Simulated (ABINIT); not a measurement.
NbP:

```
Nb P
1.0
    -1.67492    1.67492    5.74011
     1.67492   -1.67492    5.74011
     1.67492    1.67492   -5.74011
Nb P
2 2
Direct
  0.24988 0.74988 0.50000
  0.49988 0.49988 0.00000
  0.83275 0.33275 0.50000
  0.08275 0.08275 0.00000
```

The cell is a database's computed one.

Base run:

- Program: ABINIT 10.8.3 (patched build)
- Functional: BLYP
- Potentials or basis: Ansatz PAW PBE default generated set, frozen core
- Cutoff: 419 eV
- k mesh: 8 × 8 × 8
- Occupations: fermi-dirac, width 0.05 eV
- Spin: no spin polarisation

Its results: band gap on the k mesh none (metal or under the smearing width); pressure 7.7 GPa; largest force 0.010 eV/Å.

Problem. The run is repeated on the same cell with these changes: functional from BLYP to PBE; potentials or basis from Ansatz PAW PBE default generated set, frozen core to SG15 NC PBE v1.2; cutoff from 419 eV to 1116 eV. What comes out?

Solution. Band gap on the k mesh none (metal or under the smearing width); pressure -1.1 GPa; largest force 0.018 eV/Å.

Caveats: the PAW data sets were made with another functional, which shifts forces and pressure a little (some runs).

Not every run made on this cell is shown here.
